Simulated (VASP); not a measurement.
# A vacancy on the Ni site in a supercell of NiGe, part 4 of 4

Aim: the formation energy and local structure of a vacancy on the Ni site in NiGe. The start is a cell from a database of measured crystal structures.

VASP 6.6.1, plane waves and PAW; the level of theory is named at each step.

So far. Step 5 (Reference Ge): The run ended after 3 ionic steps, 0.001 eV below its first step, once forces and stress met EDIFFG = -0.02. Step 5 (Reference Ge): Energy at zero smearing: -27.71492 eV.

**6. The defect cell**

This step: r2SCAN, spin-polarised from a ferromagnetic start; plane waves and PAW (Ge, Ni) (VASP 6.6.1).

System of this step: Ni15Ge16. The cell holds 31 atoms: 16 Ge and 15 Ni. Its edges and angles: a = 8.623 Å, b = 8.623 Å, c = 8.623 Å, α = 102.7°, β = 133.9°, γ = 95.0°. It derives from NiGe. Nearest the centre at fractional (0.529, 0.403, 0.623): Ge13 at 2.32 Å, Ge5 at 2.38 Å, Ge7 at 2.38 Å, Ge9 at 2.44 Å, Ge11 at 2.44 Å, Ge2 at 2.50 Å, Ni28 at 2.78 Å, Ni31 at 2.78 Å.

The host is treated as a metal, since its gap is under 0.3 eV or closed. The run keeps 2 symmetry operations, which cuts the number of k-points but bars distortions that break them. The atoms relax at the host's fixed cell.

The input, INCAR:

```
SYSTEM = Ni15Ge16
PREC = Normal
ENCUT = 300
EDIFF = 1E-05
NELM = 120
ISMEAR = 1
SIGMA = 0.2
LREAL = Auto
ALGO = Normal
METAGGA = R2SCAN
LASPH = .TRUE.
NBANDS = 128
ISPIN = 2
MAGMOM = 0 0 0 0 0 0 0 0 0 0 0 0 0 0 0 0 1 1 1 1 1 1 1 1 1 1 1 1 1 1 1
LMAXMIX = 4
LORBIT = 11
LWAVE = .FALSE.
LCHARG = .TRUE.
KPAR = 4
IBRION = 2
NSW = 50
ISIF = 2
EDIFFG = -0.03
POTIM = 0.4
MAXMIX = 40
ISYM = 2
```

The input, POSCAR:

```
Ni15Ge16
1.0
   -5.3873142646      3.3790111528      5.8243788237
    5.3873142646     -3.3790111528      5.8243788237
    5.3873142646      3.3790111528     -5.8243788237
Ge Ni
16 15
Direct
    0.8332732700      0.6130089100      0.5297356400
    0.3332732700      0.1130089100      0.5297356400
    0.3332732700      0.6130089100      0.0297356400
    0.8332732700      0.1130089100      0.0297356400
    0.1667267300      0.3869910900      0.4702643600
    0.6667267300      0.8869910900      0.4702643600
    0.6667267300      0.3869910900      0.9702643600
    0.1667267300      0.8869910900      0.9702643600
    0.3332732700      0.3035376300      0.2202643600
    0.8332732700      0.8035376300      0.2202643600
    0.8332732700      0.3035376300      0.7202643600
    0.3332732700      0.8035376300      0.7202643600
    0.6667267300      0.6964623700      0.7797356400
    0.1667267300      0.1964623700      0.7797356400
    0.1667267300      0.6964623700      0.2797356400
    0.6667267300      0.1964623700      0.2797356400
    0.0294335700      0.9026463600      0.6232127800
    0.0294335700      0.4026463600      0.1232127800
    0.5294335700      0.9026463600      0.1232127800
    0.4705664300      0.5973536400      0.3767872200
    0.9705664300      0.0973536400      0.3767872200
    0.9705664300      0.5973536400      0.8767872200
    0.4705664300      0.0973536400      0.8767872200
    0.5294335700      0.4062207900      0.1267872200
    0.0294335700      0.9062207900      0.1267872200
    0.0294335700      0.4062207900      0.6267872200
    0.5294335700      0.9062207900      0.6267872200
    0.4705664300      0.5937792100      0.8732127800
    0.9705664300      0.0937792100      0.8732127800
    0.9705664300      0.5937792100      0.3732127800
    0.4705664300      0.0937792100      0.3732127800
```

The input, KPOINTS:

```
Automatic mesh
0
Gamma
4 4 4
0 0 0
```

The projector-augmented-wave data sets are Ge and Ni (PBE family, release 64).

Launch:

```console
$ mpirun -np 4 vasp_std
```

Output:

```text
[banner, memory and clock lines left out]
running    4 mpi-ranks, on    1 nodes
 distrk:  each k-point on    1 cores,    4 groups
 distr:  one band on    1 cores,    1 groups

 POSCAR found type information on POSCAR GeNi
 POSCAR found :  2 types and      31 ions
 [... a notice as in an earlier step ...]

 LDA part: xc-table for (None), standard interpolation
 POSCAR, INCAR and KPOINTS ok, starting setup
 FFT: planning ... GRIDC
 FFT: planning ... GRID_SOFT
 FFT: planning ... GRID
 WAVECAR not read
 entering main loop
       N       E                     dE             d eps       ncg     rms          rms(c)
DAV:   1     0.107370926947E+04    0.10737E+04   -0.64992E+04 12288   0.128E+03
DAV:   2    -0.286625214176E+03   -0.13603E+04   -0.13127E+04 12288   0.349E+02
DAV:   3    -0.437771263766E+03   -0.15115E+03   -0.14093E+03 13096   0.134E+02
DAV:   4    -0.446538920187E+03   -0.87677E+01   -0.85169E+01 14552   0.300E+01
DAV:   5    -0.446858686227E+03   -0.31977E+00   -0.31874E+00 15040   0.540E+00    0.456E+01
DAV:   6    -0.457376297481E+03   -0.10518E+02   -0.54891E+02 14760   0.163E+02    0.657E+01
DAV:   7    -0.406370379050E+03    0.51006E+02   -0.13117E+02 14152   0.954E+01    0.144E+01
DAV:   8    -0.408379501986E+03   -0.20091E+01   -0.45290E+01 17288   0.311E+01    0.998E+00
DAV:   9    -0.408945340518E+03   -0.56584E+00   -0.61457E+00 18096   0.305E+01    0.108E+01
DAV:  10    -0.408064849678E+03    0.88049E+00   -0.28790E+00 16568   0.232E+01    0.282E+00
DAV:  11    -0.408149994163E+03   -0.85144E-01   -0.75730E-01 16752   0.721E+00    0.209E+00
DAV:  12    -0.408152103559E+03   -0.21094E-02   -0.23179E-01 14304   0.618E+00    0.101E+00
DAV:  13    -0.408154774970E+03   -0.26714E-02   -0.49873E-02 16552   0.213E+00    0.445E-01
DAV:  14    -0.408159390399E+03   -0.46154E-02   -0.24439E-02 17432   0.211E+00    0.633E-01
DAV:  15    -0.408156517857E+03    0.28725E-02   -0.13427E-02 15568   0.182E+00    0.126E-01
DAV:  16    -0.408157057826E+03   -0.53997E-03   -0.22372E-03 14088   0.290E-01    0.759E-02
DAV:  17    -0.408157130572E+03   -0.72745E-04   -0.44094E-04 15128   0.303E-01    0.791E-02
DAV:  18    -0.408157083976E+03    0.46596E-04   -0.18030E-04 14728   0.212E-01    0.182E-02
DAV:  19    -0.408157080339E+03    0.36370E-05   -0.56542E-05 11704   0.505E-02
   1 F= -.40815708E+03 E0= -.40815762E+03  d E =-.408157E+03  mag=     0.0053
 curvature:   0.00 expect dE= 0.000E+00 dE for cont linesearch  0.000E+00
 trial: gam= 0.00000 g(F)=  0.785E-01 g(S)=  0.000E+00 ort = 0.000E+00 (trialstep = 0.100E+01)
 search vector abs. value=  0.785E-01
 bond charge predicted
       N       E                     dE             d eps       ncg     rms          rms(c)
DAV:   1    -0.408211000012E+03   -0.53916E-01   -0.25575E+00 12288   0.438E+00    0.307E-01
DAV:   2    -0.408223914864E+03   -0.12915E-01   -0.89629E-02 13888   0.121E+00    0.222E-01
DAV:   3    -0.408224323542E+03   -0.40868E-03   -0.52557E-03 15480   0.917E-01    0.254E-01
DAV:   4    -0.408223851137E+03    0.47240E-03   -0.15484E-03 15128   0.681E-01    0.995E-02
DAV:   5    -0.408223884688E+03   -0.33551E-04   -0.54122E-04 15816   0.113E-01    0.454E-02
DAV:   6    -0.408223883175E+03    0.15128E-05   -0.12651E-04 15296   0.160E-01    0.364E-02
DAV:   7    -0.408223871607E+03    0.11569E-04   -0.43495E-05 11320   0.110E-01    0.116E-02
DAV:   8    -0.408223869363E+03    0.22437E-05   -0.11112E-05  7200   0.283E-02
   2 F= -.40822387E+03 E0= -.40822416E+03  d E =-.667890E-01  mag=     0.0002
[... from here on, the cycles between the ionic steps are left out ...]
   3 F= -.40828845E+03 E0= -.40828793E+03  d E =-.131370E+00  mag=     0.0009
   4 F= -.40830837E+03 E0= -.40830754E+03  d E =-.199222E-01  mag=     0.0005
   5 F= -.40831846E+03 E0= -.40831714E+03  d E =-.300075E-01  mag=     0.0000
   6 F= -.40833052E+03 E0= -.40832902E+03  d E =-.120606E-01  mag=     0.0002
   7 F= -.40833292E+03 E0= -.40833128E+03  d E =-.144603E-01  mag=     0.0001
   8 F= -.40833774E+03 E0= -.40833603E+03  d E =-.481895E-02  mag=    -0.0004
   9 F= -.40834006E+03 E0= -.40833823E+03  d E =-.714574E-02  mag=    -0.0001
  10 F= -.40834222E+03 E0= -.40834018E+03  d E =-.215891E-02  mag=    -0.0000
  11 F= -.40834222E+03 E0= -.40834018E+03  d E =-.215873E-02  mag=     0.0001
 curvature:  -2.62 expect dE=-0.136E-02 dE for cont linesearch -0.598E-06
 trial: gam= 0.18678 g(F)=  0.520E-03 g(S)=  0.000E+00 ort = 0.261E-04 (trialstep = 0.273E+01)
 search vector abs. value=  0.634E-03
 bond charge predicted
       N       E                     dE             d eps       ncg     rms          rms(c)
DAV:   1    -0.408342170121E+03    0.52019E-04   -0.38168E-01 12288   0.169E+00    0.838E-02
DAV:   2    -0.408343100508E+03   -0.93039E-03   -0.51033E-03 13888   0.303E-01    0.432E-02
DAV:   3    -0.408343106384E+03   -0.58751E-05   -0.21086E-04 16936   0.869E-02    0.294E-02
DAV:   4    -0.408343104553E+03    0.18303E-05   -0.32595E-05  9608   0.822E-02
  12 F= -.40834310E+03 E0= -.40834108E+03  d E =-.882286E-03  mag=    -0.0002
 trial-energy change:   -0.000882  1 .order   -0.000944   -0.001432   -0.000455
 step:   4.0025(harm=  4.0025)  dis= 0.00562  next Energy=  -408.343272 (dE=-0.105E-02)
 reached required accuracy - stopping structural energy minimisation
```

The job ended after 48 min (4 MPI ranks of Intel Xeon 6975P-C (Granite Rapids), shared host; peak memory 3.5 GiB).

From OUTCAR (step 6):

```text
   k-points           NKPTS =     24   k-points in BZ     NKDIM =     24   number of bands    NBANDS=    128

   NELECT =     214.0000    total number of electrons

 E-fermi :   7.5167

 spin component 1
 k-point     1 :       0.0000    0.0000    0.0000
  band No.  band energies     occupation
    ...
    102       6.4223      1.00000
    103       6.5278      1.00000
    104       6.5911      1.00000
    105       7.1357      1.01073
    106       7.4914      0.60636
    107       7.5551      0.34093
    108       7.8046     -0.03024
    109       7.8548     -0.01897
    110       7.9514     -0.00439
    111       7.9573     -0.00394
    ...

 k-point     2 :       0.2500    0.0000    0.0000
  band No.  band energies     occupation
    ...
    102       6.4554      1.00000
    103       6.4754      1.00000
    104       6.5682      1.00000
    105       6.6283      1.00000
    106       7.2853      1.03469
    107       7.6277      0.10129
    108       7.8844     -0.01301
    109       8.1374     -0.00005
    110       8.2814     -0.00000
    111       8.3741     -0.00000
    ...

  Total       -4.4233637     -0.8811084     -1.8934309      0.0000000      0.0000000     -0.2587243
  in kB      -16.7105864     -3.3286517     -7.1530045      0.0000000      0.0000000     -0.9774088
  external PRESSURE =      -9.0640809 kB  Pullay stress =       0.0000000 kB

 POSITION                                       TOTAL-FORCE (eV/Angst)
 -----------------------------------------------------------------------------------
      1.68087      2.53426      5.32794         0.005455     -0.000000     -0.000083
      1.63330      2.53426     -0.42167        -0.004649      0.000000     -0.015660
      1.65126     -0.84475      5.37383        -0.008847     -0.000000      0.007947
     -3.71867      2.53426      5.28189         0.007688     -0.000000      0.000821
      3.72079      0.90320      0.50627        -0.002363      0.007816     -0.003236
      3.72173      0.84406      6.31648        -0.001202     -0.007192      0.000424
      3.72079      4.16532      0.50627        -0.002363     -0.007816     -0.003236
      9.10904      0.84545      0.49210        -0.001202      0.007192      0.000424
      1.09257      0.86572      2.39061         0.012742      0.010817     -0.001515
      1.02956      0.85092      8.26946         0.001118     -0.007457      0.002271
      1.09257      4.20280      2.39061         0.012742     -0.010817     -0.001515
      6.41688      0.83859      2.44508         0.001118      0.007457      0.002271
      4.20800      2.53426      3.29226        -0.018465     -0.000000     -0.017546
      4.42266      2.53426     -2.46965         0.006950     -0.000000      0.000769
      4.36631     -0.84475      3.38602         0.009821      0.000000      0.007648
     -1.05939      2.53426      3.44631        -0.000474     -0.000000     -0.005591
      8.05149     -0.84475      1.79979        -0.011168     -0.000000      0.012679
      2.68899     -0.84475      1.75329        -0.005493     -0.000000      0.015817
      2.67696     -0.84475      7.63836        -0.008151      0.000000      0.004480
      2.71540      0.80009      4.05167         0.002959     -0.001891     -0.002125
     -2.66112      4.29221      4.03495         0.008778     -0.003261     -0.003028
      2.71540      4.26843      4.05167         0.002959      0.001891     -0.002125
      2.72619      4.15531     -1.78943         0.008778      0.003261     -0.003028
      0.03311      0.85813      4.71526        -0.004108      0.003668      0.010669
[...]
-----------------------------------------------------------------------------------
    total drift:                               -0.021795      0.000095     -0.071740

  FREE ENERGIE OF THE ION-ELECTRON SYSTEM (eV)
  ---------------------------------------------------
  free  energy   TOTEN  =      -408.3431045533 eV

  energy  without entropy=     -408.3370222519  energy(sigma->0) =     -408.34107712

 magnetization (x)
# of ion       s       p       d       tot
------------------------------------------
    1        0.000  -0.000  -0.000  -0.000
    2        0.000  -0.000  -0.000  -0.000
    3        0.000  -0.000  -0.000  -0.000
    4        0.000  -0.000  -0.000  -0.000
    5       -0.000  -0.000  -0.000  -0.000
    6        0.000  -0.000  -0.000  -0.000
    7       -0.000  -0.000  -0.000  -0.000
    8        0.000  -0.000  -0.000  -0.000
    9       -0.000  -0.000  -0.000  -0.000
   10        0.000  -0.000  -0.000  -0.000
   11       -0.000  -0.000  -0.000  -0.000
   12        0.000  -0.000  -0.000  -0.000
   13        0.000  -0.000  -0.000  -0.000
   14        0.000  -0.000  -0.000  -0.000
   15        0.000  -0.000  -0.000  -0.000
   16       -0.000  -0.000  -0.000  -0.000
   17       -0.000  -0.000   0.000   0.000
   18       -0.000  -0.000  -0.000  -0.000
   19       -0.000  -0.000  -0.000  -0.000
   20        0.000  -0.000   0.000   0.000
   21       -0.000  -0.000  -0.000  -0.000
   22        0.000  -0.000   0.000   0.000
   23       -0.000  -0.000  -0.000  -0.000
[...]
--------------------------------------------------
tot         -0.000  -0.000   0.000  -0.000

[... 5 parts as in an earlier step ...]

[... 17 further parts left out ...]
```

The run keeps the 2 symmetry operations of its start, so it cannot find a distortion of lower symmetry.

The steps of the relaxation:

| step | energy less that of the first step (eV) | largest force (eV/Å) |
| --- | --- | --- |
| 1 | 0.0000 | 0.8383 |
| 2 | -0.0668 | 0.6186 |
| 3 | -0.1314 | 0.2235 |
| 4 | -0.1513 | 0.1205 |
| 5 | -0.1614 | 0.1975 |
| 6 | -0.1734 | 0.1189 |
| 7 | -0.1758 | 0.0935 |
| 8 | -0.1807 | 0.0786 |
| 9 | -0.1830 | 0.0813 |
| 10 | -0.1851 | 0.0389 |
| 11 | -0.1851 | 0.0390 |
| 12 | -0.1860 | 0.0255 |

The atoms that moved most (Å):

| atom | dx | dy | dz | length |
| --- | --- | --- | --- | --- |
| Ge13 | -0.153 | 0.000 | -0.106 | 0.186 |
| Ge11 | 0.066 | -0.021 | -0.036 | 0.078 |
| Ge9 | 0.066 | 0.021 | -0.036 | 0.078 |
| Ge14 | 0.062 | 0.000 | -0.044 | 0.076 |
| Ge2 | -0.034 | 0.000 | 0.064 | 0.073 |
| Ni23 | 0.013 | -0.068 | 0.010 | 0.070 |
| Ni21 | 0.013 | 0.068 | 0.010 | 0.070 |
| Ge5 | 0.001 | 0.058 | 0.020 | 0.062 |

Final coordinates:

```
Ge Ni
1.0
    -5.38731    3.37901    5.82438
     5.38731   -3.37901    5.82438
     5.38731    3.37901   -5.82438
Ge Ni
16 15
Direct
  0.83238 0.61338 0.53100
  0.33880 0.11539 0.52659
  0.33632 0.61458 0.02825
  0.82843 0.10830 0.02987
  0.17711 0.38879 0.47898
  0.66714 0.88766 0.47031
  0.65981 0.38879 0.96168
  0.16735 0.88766 0.97052
  0.33333 0.30663 0.22951
  0.83581 0.80546 0.22147
  0.82712 0.30663 0.72330
  0.33399 0.80546 0.71964
  0.65763 0.67317 0.76555
  0.16299 0.19846 0.78547
  0.16568 0.69592 0.28024
  0.67085 0.19753 0.27668
  0.02951 0.90177 0.62226
  0.02551 0.40008 0.12457
  0.53072 0.90417 0.12345
  0.46621 0.59984 0.37041
  0.98151 0.09940 0.38815
  0.97943 0.59984 0.88363
  0.46126 0.09940 0.86789
  0.53177 0.40786 0.13005
  0.02240 0.90293 0.11987
  0.02781 0.40786 0.62609
  0.53306 0.90293 0.63053
  0.47375 0.59560 0.87184
  0.96862 0.09253 0.87391
  0.96932 0.59194 0.37262
  0.47494 0.09741 0.37246
```

Numbers from this step:

```
electronic cycles                               : 75
electrons                                       : 214
free energy (TOTEN)                             : -408.3431 eV
energy at zero smearing                         : -408.3411 eV
Fermi energy                                    : 7.517 eV
labelled metallic, from the levels on this mesh : yes
```

The spin moment in the PAW sphere vanishes on all atoms.

Valence density in the ac plane at fractional y = 0.403, through the centre, with atoms of Ge and Ni within 0.45 Å of it. It is the smooth field of the valence electrons, not physical close to the nuclei.

Ten steps, logarithmic in the rise over the least value, from '_' (0 e/Å³) to '@' (11 e/Å³), each cell a mean:
```
::::..........::::----::::----..__::----::------
::::........::::::::::::::--::..::--::::::::----
::::......::::::....::::----::::--::::::::------
::::::::::::::......::::------::::....::--------
::::::::::::........::::::::::::....::::--------
::--====--::......::::::::::........::--------::
==**##++--::::::::::::............::::--------::
##@@%%**--::::::::::........__....::::----::--==
@@@@%%==--------::::....______....::::::::::==##
@@%%++----------::::....____........::::::--**@@
##++------::::--::....____..............::--**%%
==------..__::::::....................::::--++++
::----..__::--::......................::::------
::--::::::--::::....::::::..........::::::::::::
::----------::..::::::::::::......::::::::..::::
::--------::::::::------::::::::::::::........::
::--------::::----------::::::::::::::........::
::--====--::------------::--====--::........::::
==**##**----------------==**##**--::::..::::::::
##@@%%**--::------::--==##@@%%**--::::::::::::==
@@@@%%==::::::::::::==##@@@@%%==--::::::::--==##
@@%%++::::....::::--++%%@@%%++--------------**%%
##++::..........::--**%%##++------::------==**%%
==::..........::::--++++==------....--------++++
```
Columns run along a (8.6 Å), rows up along c (8.6 Å). Atoms in or near the plane, at fractional coordinates: Ge at (0.18, 0.48), Ge at (0.66, 0.96), Ni at (0.03, 0.12), Ni at (0.53, 0.13), Ni at (0.03, 0.63).

The run ended after 12 ionic steps, 0.186 eV below its first step, once the forces on the free atoms met EDIFFG = -0.03.

The 6 first neighbours (Ge) lie 2.41 Å from the site on average (2.32 to 2.50) in the perfect crystal and 2.33 Å on average after the relaxation (-3.2 %, spread from 2.14 to 2.45 Å).

**7. Formation energies**

This step: point defect, r2SCAN; plane waves and PAW (VASP 6.6.1).

No new run; the numbers come from the runs before.

This step gave:

```
formation energy of the neutral defect : 1.302 eV
host formation enthalpy                : -0.2743 eV/atom
```

Formation energy:

| formation energy (eV) | largest move (Å) |
| --- | --- |
| 1.302 | 0.186 |

The formation energy is the energy of the relaxed defect cell less that of the perfect cell, with each removed atom booked to its reference and each added atom taken from it.

References, in eV an atom: Ni -11.943 (crystal Fm-3m) and Ge -13.857 (crystal Fd-3m). They were run at the supercell's cutoff and functional, without U, and count both elements from their own phases.

**8. Results**

```yaml
formation_energy_at_charge_0: 1.302 eV
host_formation_enthalpy: -0.274 eV/atom
```

What this shows: A vacancy on the Ni site costs 1.30 eV, with every exchanged atom at the energy of its element. The 6 first neighbours (Ge) lie 2.41 Å from the site on average (2.32 to 2.50) in the perfect crystal and 2.33 Å on average after the relaxation (-3.2 %, spread from 2.14 to 2.45 Å). With metallic smearing the value can move by tenths of an eV with the k mesh. The supercell of 32 atoms is small, so interactions between images remain.

[Lines on the potential files, build, host, timing and source positions are cut from VASP's logs without a mark.]

[Logs are printed without paths, hosts, clocks, repeated set-up lines and the standing remarks that a program may print on its own settings, such as how far it seeks lower states.]

[Hosts, paths, dates, database ids (printed as entryN), source tags and the programs' standing remarks are cut or masked in the printed files.]

[In band tables of VASP the shares of atoms and orbitals are scaled to a sum of 1 inside the atoms' spheres.]

[Runs that stopped without an error message from VASP are left out.]
